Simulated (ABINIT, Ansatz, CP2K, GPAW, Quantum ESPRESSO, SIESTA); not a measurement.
# GeO₂ (P4_2/mnm, 6 atoms in the cell) computed with different codes at matched settings

Self-consistent single point, at a second geometry (lattice scaled by 0.98). First geometry:

```yaml
crystal:
  lattice:
    - [4.33035, 0.00000, 0.00000]
    - [0.00000, 4.33035, 0.00000]
    - [0.00000, 0.00000, 2.82301]
  atoms:
    - { symbol: Ge, position: [0.50000, 0.50000, 0.50000] }
    - { symbol: Ge, position: [0.00000, 0.00000, 0.00000] }
    - { symbol: O, position: [0.69423, 0.69423, 0.00000] }
    - { symbol: O, position: [0.30577, 0.30577, 0.00000] }
    - { symbol: O, position: [0.80577, 0.19423, 0.50000] }
    - { symbol: O, position: [0.19423, 0.80577, 0.50000] }
```

Shared settings, as Ansatz (a quantum-chemistry and plane-wave program) writes them: kpoints.mp_grid.grid = 4 4 6; scf.occupations.method = fermi_dirac; scf.occupations.width = 0.05 eV. Potentials and cutoffs stand in the table.

```tsv
code	model	ΔF from the first geometry (meV/atom)	pressure (GPa)	largest force (eV/Å)	gap on the mesh (eV)	cutoff
Ansatz	PBE, default PAW files	125.7	50.48	0.759	3.553	default
SIESTA	GGA PBE, numerical atomic orbitals DZP, PseudoDojo PBE standard norm-conserving potentials (rewritten from UPF to PSML)	164.2	64.44	0.835	3.218	grid 400 Ry
Quantum ESPRESSO	PBE, PseudoDojo standard norm-conserving (PBE) pseudopotentials	122.8	50.30	0.735	3.576	85 Ry
GPAW	PBE, GPAW PAW datasets PBE (gpaw-data 1.0.1)	138.3	–	0.887	3.526	900 eV
CP2K	PBE, GPW, DZVP-MOLOPT-SR-GTH basis, GTH-PBE potentials (GTH_POTENTIALS)	132.1	53.05	0.740	3.400	grid 450 Ry
ABINIT	PBE, PAW (JTH v2.0 PBE PAW)	130.4	52.25	0.791	3.538	24 Ha
```

For Ansatz (by 0.9 GPa) and ABINIT (by 0.7 GPa) the energy change implies a higher mean pressure, against the two pressures, than for the other programs: a sign of finite-basis (Pulay) stress.

A dash marks a value that a program does not give, or that is left out as unsure.

Gaps are read on the mesh.

The spread over the programs that give each value: ΔF from the first geometry within 41.4 meV/atom; pressure within 14.14 GPa; largest force within 0.152 eV/Å; gap on the mesh within 0.358 eV.

SIESTA and CP2K use small atom-centred bases, whose incompleteness enters pressures, forces and empty levels differently from a plane-wave cutoff. Ansatz's pressure is given at a fixed set of plane waves, as the other plane-wave codes print theirs; with its correction for the finite basis it is 51.43 GPa (the shift of 0.95 GPa shows how far the cutoff is from converged). The pressure of GPAW is left out: its cutoff lies under the one at which its stress was checked. In the pressure, SIESTA (by 13.97), CP2K (by 2.57) and ABINIT (by 1.77) lie more than 1 GPa from the median of the plane-wave programs. In the gap, SIESTA (by 0.327) and CP2K (by 0.146) lie more than 0.12 eV from the median of the plane-wave programs. In the force vectors, GPAW (by 0.112) lies more than 0.08 eV/Å from the median of the plane-wave programs.

The starting cell comes from a database of computed structures (which also holds hypothetical and non-ambient phases and stackings), without a prior relaxation at this level. Its lattice was rescaled by a random factor within 2.5 % of one. For this run, on top of that: lattice scaled by 0.98.

Left out of this page: FLEUR (with a known weakness of the program).

Keys are those of Ansatz 0.2.
